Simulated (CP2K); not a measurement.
Runs of CP2K 2026.2 on Ti. The structure is cubic, space group Fm-3m (No. 225). The conventional cell has a = 4.060 Å, b = 4.060 Å, c = 4.060 Å, α = 90.00°, β = 90.00°, γ = 90.00°. Around Ti (site symmetry m-3m) lie 12 Ti at 2.87 Å. This isn't the form of Ti at room conditions, which is hcp.

```tsv
task	level	potentials or basis	smearing	EPS_DEFAULT	NGRIDS	basis sets	potentials	CUTOFF of the grids	gap on the mesh (eV)	pressure (GPa)	V0 of scaled cells (Å³/atom)	B0 (GPa)
equation of state	r2SCAN	POTENTIAL_UZH Ti GTH-SCAN-q12; TZVP-MOLOPT-SCAN-GTH basis	fermi-dirac 0.01 eV	1.0E-9	5	Ti TZVP-MOLOPT-SCAN-GTH-q12	Ti GTH-SCAN-q12 of POTENTIAL_UZH	675 Ry	-	-	(a)	98
band structure	r2SCAN	POTENTIAL_UZH Ti GTH-SCAN-q12; TZVP-MOLOPT-SCAN-GTH basis	fermi-dirac 0.01 eV	1.0E-9	5	Ti TZVP-MOLOPT-SCAN-GTH-q12	Ti GTH-SCAN-q12 of POTENTIAL_UZH	675 Ry	none	4.0	-	-
band structure	LDA	GTH_POTENTIALS Ti GTH-PADE-q12; TZVP-MOLOPT-PBE-GTH basis	fermi-dirac 0.05 eV	1.0E-10	5	Ti TZVP-MOLOPT-PBE-GTH-q12	Ti GTH-PADE-q12 of GTH_POTENTIALS	450 Ry	none	(b)	-	-
equation of state	LDA	GTH_POTENTIALS Ti GTH-PADE-q12; TZVP-MOLOPT-PBE-GTH basis	fermi-dirac 0.1 eV	1.0E-9	5	Ti TZVP-MOLOPT-PBE-GTH-q12	Ti GTH-PADE-q12 of GTH_POTENTIALS	450 Ry	-	-	16.12	122
band structure	LDA	GTH_POTENTIALS Ti GTH-PADE-q12; TZVP-MOLOPT-PBE-GTH basis	fermi-dirac 0.01 eV	1.0E-9	5	Ti TZVP-MOLOPT-PBE-GTH-q12	Ti GTH-PADE-q12 of GTH_POTENTIALS	450 Ry	none	-4.9	-	-
single point	LDA	GTH_POTENTIALS Ti GTH-PADE-q12; TZVP-MOLOPT-PBE-GTH basis	gaussian 0.02 eV	1.0E-10	4	Ti TZVP-MOLOPT-PBE-GTH-q12	Ti GTH-PADE-q12 of GTH_POTENTIALS	450 Ry	none	-4.9	-	-
equation of state	LDA	GTH_POTENTIALS Ti GTH-PADE-q12; TZVP-MOLOPT-PBE-GTH basis	fermi-dirac 0.1 eV	1.0E-10	4	Ti TZVP-MOLOPT-PBE-GTH-q12	Ti GTH-PADE-q12 of GTH_POTENTIALS	450 Ry	-	-	16.12	122
band structure	r2SCAN	POTENTIAL_UZH Ti GTH-SCAN-q12; TZVP-MOLOPT-SCAN-GTH basis	fermi-dirac 0.1 eV	1.0E-9	5	Ti TZVP-MOLOPT-SCAN-GTH-q12	Ti GTH-SCAN-q12 of POTENTIAL_UZH	675 Ry	none	4.8	-	-
```

Alike in all rows: no spin polarisation; cell as given; k mesh 11 × 11 × 11.

Problem. Estimate the missing entries.

Solution. (a) 17.37; (b) -4.7.

Caveats: the basis of atomic orbitals isn't converged, which shifts pressures, moduli and gaps.

A k mesh can miss the band edges.

A gap of «none» marks a metal or a gap under the smearing width.

Not every run made on this cell is shown here.
